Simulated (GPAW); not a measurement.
**ZnCu in GPAW: convergence with basis set**

Crystal: ZnCu.

```
CELL_PARAMETERS angstrom
2.94500 0.00000 0.00000
0.00000 2.94500 0.00000
0.00000 0.00000 2.94500
ATOMIC_POSITIONS crystal
Zn 0.50000 0.50000 0.50000
Cu 0.00000 0.00000 0.00000
```

- Program: GPAW 26.7.0
- Task: convergence study
- Functional: LDA
- Potentials or basis: the program's PAW data sets (release 1.2.1) made for this functional
- Basis: lcao:sz(dzp)
- Grid spacing: 0.16 Å
- k mesh: 9 × 9 × 9
- Occupations: fermi-dirac, width 0.05 eV
- Spin: no spin polarisation

These are the settings of the first run; the series varies basis set, with any setting tied to it.

Hardware: 1 thread of Arm Neoverse V1 (shared host).

| basis set | energy less the tightest run, at zero smearing (meV/atom) | SCF cycles | CPU time (s) | peak memory (GiB) |
| --- | --- | --- | --- | --- |
| lcao:sz(dzp) | 741.90 | 9 | 150 | 0.22 |
| lcao:szp(dzp) | 361.23 | 10 | 320 | 0.23 |
| lcao:dz(dzp) | 264.80 | 10 | 230 | 0.23 |
| lcao:dzp | 170.69 | 10 | 420 | 0.25 |
| fd | -32.67 | 14 | 94 | 0.39 |
| pw | 0.00 | 11 | 18 | 0.15 |

Not settled before the last step: the energy (to 1 meV/atom). The tightest run that finished is the yardstick and may itself not be fully converged.
